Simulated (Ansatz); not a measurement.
Crystal: TaN.

```
Ta N
1.0
     2.98144   -0.00102    0.02094
    -1.49160    2.52439   -0.00597
     0.02054    0.00510    2.86422
Ta N
1 1
Direct
  0.00000 0.00000 0.50000
  0.66667 0.33333 0.00000
```

The cell isn't the ideal one: cell strained at random at fixed volume.

| Quantity | Value |
| --- | --- |
| Program | Ansatz 0.2.0 |
| Task | relaxation of cell and atoms |
| Functional | revPBE |
| Potentials or basis | Ansatz PAW |
| Cutoff | 420 eV (not typed: the program's choice for these potentials) |
| k mesh | 10 × 10 × 9 |
| Occupations | gaussian, width 0.05 eV |
| Spin | no spin polarisation |

At the start: volume 10.78 Å³/atom.

Q: Where does the relaxation end?

A: It ends after 7 steps and the volume is 11.03 Å³/atom (+2.4 %); space group P-6m2 (No. 187, to 0.05 Å).

The path:
```
step  energy change (eV)  largest force (eV/Å)  volume (Å³)
   1              0.0000                0.0476        21.55
   2             -0.0255                0.0873        22.04
   3             -0.0269                0.0004        22.06
   4             -0.0269                0.0004        22.06
   5             -0.0285                0.0002        22.06
   6             -0.0285                0.0000        22.06
   7             -0.0285                0.0000        22.06
```

Final structure:
```xyz
2
Lattice="2.9599 0.0000 0.0000 -1.4800 2.5634 0.0000 0.0000 0.0000 2.9078" Properties=species:S:1:pos:R:3 pbc="T T T"
Ta    0.0000    0.0000    1.4539
N     1.4800    0.8545    0.0000
```

Caveat: the plane-wave basis is chosen anew once the cell has moved, so the energies of steps on either side of that aren't comparable; the pressure holds a Pulay correction of +0.4 GPa for the finite cutoff; the PAW data sets come from PBE, with cores solved anew for the run's functional, which leaves a small shift of forces and pressure.
